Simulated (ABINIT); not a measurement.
RbCl:

```
Rb Cl
1.0
     0.00000    3.27400    3.27400
     3.27400    0.00000    3.27400
     3.27400    3.27400    0.00000
Rb Cl
1 1
Direct
  0.00000 0.00000 0.00000
  0.50000 0.50000 0.50000
```

* Program: ABINIT 10.8.3 (patched build)
* Task: relaxation of cell and atoms
* Functional: PBE
* Potentials or basis: PseudoDojo NC SR PBE v0.4.1 standard
* Cutoff: 789 eV
* k mesh: 5 × 5 × 5
* Occupations: fermi-dirac, width 0.05 eV
* Spin: no spin polarisation

At the start: pressure 1.2 GPa; volume 35.09 Å³/atom.

Q: How do energy, volume and symmetry change on relaxing?

A: Over 5 steps the energy falls by 8.3 meV/atom and the volume is 37.58 Å³/atom (+7.1 %); space group Fm-3m (No. 225, to 0.05 Å).

Step by step:
```tsv
step	energy change (eV)	largest force (eV/Å)	pressure (GPa)	volume (Å³)
1	0.0000	0.0000	1.15	70.19
2	-0.0017	0.0000	1.08	70.44
3	-0.0166	0.0000	0.10	74.66
4	-0.0167	0.0000	0.01	75.11
5	-0.0167	0.0000	0.00	75.16
```

Final structure:
```xyz
2
Lattice="0.0000 3.3496 3.3496 3.3496 0.0000 3.3496 3.3496 3.3496 0.0000" Properties=species:S:1:pos:R:3 pbc="T T T"
Rb    0.0000    0.0000    0.0000
Cl    3.3496    3.3496    3.3496
```
